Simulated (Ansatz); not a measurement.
# Ta6HN6: the cost of one run

Computed with Ansatz 0.2.0 (DFT PBE, scalar-relativistic, plane waves, PAW, unless a step's input says otherwise).

7 further runs of the same task are left out: 7 set aside as unsound or not needed.

**1. The starting structure**

The structure is orthorhombic, space group Pmm2 (No. 25). The conventional cell has a = 6.247 Å, b = 6.247 Å, c = 22.592 Å, α = 90.00°, β = 90.00°, γ = 90.00°. Ta (site symmetry m) has 5 N at 2.14 to 2.21 Å as nearest neighbours. N (site symmetry m) has 5 Ta at 2.21 to 2.24 Å as nearest neighbours. Ta (site symmetry m) is surrounded by 6 N at 2.21 to 2.35 Å. Around N (site symmetry m) lie 6 Ta at 2.13 to 2.21 Å. Only part of the 13 independent sites is listed.

Structure file:

```
Ta N H
1.0
     6.24696    0.00000    0.00000
     0.00000    6.24696    0.00000
     0.00000    0.00000   22.59175
Ta N H
12 12 2
Direct
  0.00000 0.00000 0.17706
  0.00000 0.50000 0.17706
  0.50000 0.00000 0.17706
  0.50000 0.50000 0.17706
  0.25000 0.25000 0.27625
  0.25000 0.75000 0.27625
  0.75000 0.25000 0.27625
  0.75000 0.75000 0.27625
  0.00000 0.00000 0.36626
  0.00000 0.50000 0.36626
  0.50000 0.00000 0.36626
  0.50000 0.50000 0.36626
  0.25000 0.25000 0.17706
  0.25000 0.75000 0.17706
  0.75000 0.25000 0.17706
  0.75000 0.75000 0.17706
  0.00000 0.00000 0.27180
  0.00000 0.50000 0.27180
  0.50000 0.00000 0.27180
  0.50000 0.50000 0.27180
  0.25000 0.25000 0.38030
  0.25000 0.75000 0.38030
  0.75000 0.25000 0.38030
  0.75000 0.75000 0.38030
  0.68997 0.00000 0.44272
  0.81003 0.00000 0.44272
```

This is the geometry of the first run shown, built on a cell relaxed beforehand with the same method.

**2. The scan**

Atoms count from 1 in the order of the input.

H2 lies flat over one site of a rigid substrate while its bond length and height are varied.

The axes are (1) distance H25-H26: 8 values from 0.650 to 2.650 Å; (2) height of the H2 axis above the plane of N21: 9 values from 0.45 to 3.60 Å.

Nothing else is relaxed. Points are written as (first, second).

**3. The run at (0.750 Å, 1.41 Å)**

A dipole layer in the vacuum cancels the field that periodic copies would set up if the slab's two faces differ.

input.yaml reads:

```yaml
crystal:
  lattice:
    - [6.246962505, 0.0, 0.0]
    - [0.0, 6.246962505, 0.0]
    - [0.0, 0.0, 22.5917515851]
  atoms:
    - { symbol: Ta, position: [0.0, 0.0, 0.1770557712] }
    - { symbol: Ta, position: [0.0, 0.5, 0.1770557712] }
    - { symbol: Ta, position: [0.5, 0.0, 0.1770557712] }
    - { symbol: Ta, position: [0.5, 0.5, 0.1770557712] }
    - { symbol: "N", position: [0.25, 0.25, 0.1770557712] }
    - { symbol: "N", position: [0.25, 0.75, 0.1770557712] }
    - { symbol: "N", position: [0.75, 0.25, 0.1770557712] }
    - { symbol: "N", position: [0.75, 0.75, 0.1770557712] }
    - { symbol: Ta, position: [0.25, 0.25, 0.2762497865] }
    - { symbol: Ta, position: [0.25, 0.75, 0.2762497865] }
    - { symbol: Ta, position: [0.75, 0.25, 0.2762497865] }
    - { symbol: Ta, position: [0.75, 0.75, 0.2762497865] }
    - { symbol: "N", position: [0.0, 0.0, 0.2717969833] }
    - { symbol: "N", position: [0.0, 0.5, 0.2717969833] }
    - { symbol: "N", position: [0.5, 0.0, 0.2717969833] }
    - { symbol: "N", position: [0.5, 0.5, 0.2717969833] }
    - { symbol: Ta, position: [0.0, 0.0, 0.3662594426] }
    - { symbol: Ta, position: [0.0, 0.5, 0.3662594426] }
    - { symbol: Ta, position: [0.5, 0.0, 0.3662594426] }
    - { symbol: Ta, position: [0.5, 0.5, 0.3662594426] }
    - { symbol: "N", position: [0.25, 0.25, 0.3803048007] }
    - { symbol: "N", position: [0.25, 0.75, 0.3803048007] }
    - { symbol: "N", position: [0.75, 0.25, 0.3803048007] }
    - { symbol: "N", position: [0.75, 0.75, 0.3803048007] }
    - { symbol: H, position: [0.6899708259, 1.0, 0.4427169601] }
    - { symbol: H, position: [0.8100291741, 1.0, 0.4427169601] }
basis:
  ecutwfc: 420
kpoints:
  mp_grid: { grid: [5, 5, 1] }
hamiltonian:
  xc: pbe
scf:
  occupations: { method: gaussian, width: 0.1 }
output:
  forces: true
  eigenvalues: true
efield:
  axis: 3
  dipole_correction: true
  ramp_width: 0.04
```

The run is started by

```sh
> ansatz run input.yaml --threads 4 --pin off --max-ram 12288MiB --backend cpu --events-out ev --progress --plain --runs-dir out
```

Q: Estimate wall time and peak memory on 4 threads of Arm Neoverse V1, shared host.

About 34 s, with a peak of 2.5 GiB.
